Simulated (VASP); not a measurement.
Runs of VASP 6.6.1 on Te. The structure is trigonal, space group P3_121 (No. 152). The conventional cell has a = 4.237 Å, b = 4.237 Å, c = 6.007 Å, α = 90.00°, β = 90.00°, γ = 120.00°. Around Te (site symmetry 2) lie 6 Te at 2.93 to 3.29 Å. The cell was built by a generator and needn't be a form met in nature.

```tsv
level	cell	k mesh	pressure (GPa)	geometry from	grid for exact exchange (PRECFOCK)	screening parameter	mesh quality	pressure (GPa)	moment (μB)	largest force (eV/Å)
TB-mBJ	P3_121, 31.13 Å³/atom	9 × 9 × 6	4	optB88-vdW	-	-	not flagged	-	0.00	-
HSE06	P3_121, 33.49 Å³/atom	3 × 3 × 2	1	optB88-vdW	Fast	0.2 1/A	coarse	-0.8	0.00	(a)
HSE06	P3_121, 31.84 Å³/atom	3 × 3 × 2	3	r2SCAN	Fast	0.2 1/A	coarse	1.9	0.00	0.54
PBE	P3_121, 31.09 Å³/atom	9 × 9 × 6	4	r2SCAN	-	-	not flagged	(b)	0.00	0.20
```

Alike in all rows: task single point; potentials or basis VASP PAW PBE potentials, release 64 (Te); spin non-collinear, zero start, SOC; cutoff (eV) 300; smearing gaussian 0.01 eV.

Problem. Fill in the values left out.

Solution. (a) 0.77; (b) 4.7.

Caveats: some runs use coarse meshes; the PAW data sets were made with another functional, which shifts forces and pressure a little (some runs).
